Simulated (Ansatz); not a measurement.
Crystal: MnS.

```
CELL_PARAMETERS angstrom
0.00000 2.60450 2.60450
2.60450 0.00000 2.60450
2.60450 2.60450 0.00000
ATOMIC_POSITIONS crystal
Mn 0.00000 0.00000 0.00000
S 0.50000 0.50000 0.50000
```

Base run:

```yaml
Program: Ansatz 0.2.0
Functional: PBEsol
Potentials_or_basis: Ansatz PAW
Cutoff: "420 eV (not typed: the program's choice for these potentials)"
k_mesh: 7 × 7 × 7
Occupations: fermi-dirac, width 0.05 eV
Spin: collinear spin, ferromagnetic start
Starting_moments: "[2.0, 0.0] μB"
Fixed_moment: 2 μB
```

Its results: pressure -24.6 GPa; site moments Mn +2.04; S -0.10 μB.

The run is repeated on the same cell with these changes: fixed moment from 2 μB to 4 μB; moments at the start from [2.0, 0.0] to [4.0, 0.0]. What comes out?

Pressure -14.0 GPa; site moments Mn +3.75; S +0.00 μB.

Caveats: the total moment is fixed, so each spin has its own Fermi level; a cell with one magnetic atom can't hold antiferromagnetic order, which such compounds often take; the PAW data sets come from PBE, with cores solved anew for the run's functional, which leaves a small shift of forces and pressure; the thresholds are loose for stress.
